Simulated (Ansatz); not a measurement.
## Nuclear-site quantities of Ge as the cell is scaled

```xyz
2
Lattice="-2.5745 2.5745 1.3974 2.5745 -2.5745 1.3974 2.5745 2.5745 -1.3974" Properties=species:S:1:pos:R:3 pbc="T T T"
Ge    2.5745    0.0000    0.6987
Ge    0.0000    0.0000    1.3974
```

Atoms are numbered in the order listed.

The cell is the one relaxed in the Materials Project (mp-78), not relaxed further here; entries there can be hypothetical.

Method: DFT, r2SCAN, all-electron PAW with datasets made for the crystal, scalar-relativistic in Ansatz 0.2.0.

Settings: a Γ-centred 16×16×16 k mesh, Fermi–Dirac smearing of 0.05 eV, cutoff 260 eV (chosen by the program for this cell), no spin polarisation.

The contact density is the mean electron density over the nuclear volume; its changes set Mössbauer isomer shifts. Changes below are taken from the unscaled cell, where it is 210020 e/Å³ at Ge1.

```json
{"V/V(cell)": "0.9405", "P (GPa)": "6.2", "Δρ(0) Ge1 (e/Å³)": "?"}
{"V/V(cell)": "1.0000", "P (GPa)": "0.5", "Δρ(0) Ge1 (e/Å³)": "0.00"}
{"V/V(cell)": "1.0600", "P (GPa)": "-3.6", "Δρ(0) Ge1 (e/Å³)": "?"}
```

Problem. Fill in "Δρ(0) Ge1 (e/Å³)" for the row "0.9405".

Solution. -2.37.

Problem. Give the missing entry: row "1.0600", column "Δρ(0) Ge1 (e/Å³)".

Solution. 2.28.

The datasets are made afresh for each cell, so very small changes are uncertain.
